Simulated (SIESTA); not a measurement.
The system is As.

```
As
1.0
     1.82500   -5.50000    0.00000
     1.82500    5.50000    0.00000
     0.00000    0.00000    4.47000
As
4
Cartesian
  1.8250 1.2100 2.5032
  1.8250 -4.2900 4.2018
  1.8250 -1.2100 1.9668
  1.8250 4.2900 0.2682
```

This isn't the form of As at room conditions, which is rhombohedral.

Base run:

* Program: SIESTA 5.4.2
* Functional: PBEsol
* Potentials or basis: PseudoDojo 0.4 standard (PBEsol files)
* Basis: DZP (energy shift 0.003 Ry; two zetas on semicore shells)
* Grid cutoff: 500 Ry
* Energy shift: 0.003 Ry
* k mesh: 8 × 8 × 6
* Occupations: fermi-dirac, width 0.05 eV
* Spin: no spin polarisation

Its results: band gap on the k mesh none (metal or under the smearing width); pressure 2.3 GPa; largest force 0.500 eV/Å.

Question: The run is repeated on the same cell with these changes: functional from PBEsol to LDA; potentials or basis from PseudoDojo 0.4 standard (PBEsol files) to PseudoDojo 0.4 standard (LDA files). What comes out?

Answer: Band gap on the k mesh none (metal or under the smearing width); pressure 0.6 GPa; largest force 0.380 eV/Å.

Caveats: the basis of atomic orbitals isn't converged, which shifts pressures, moduli and gaps.

Not every run made on this cell is shown here.
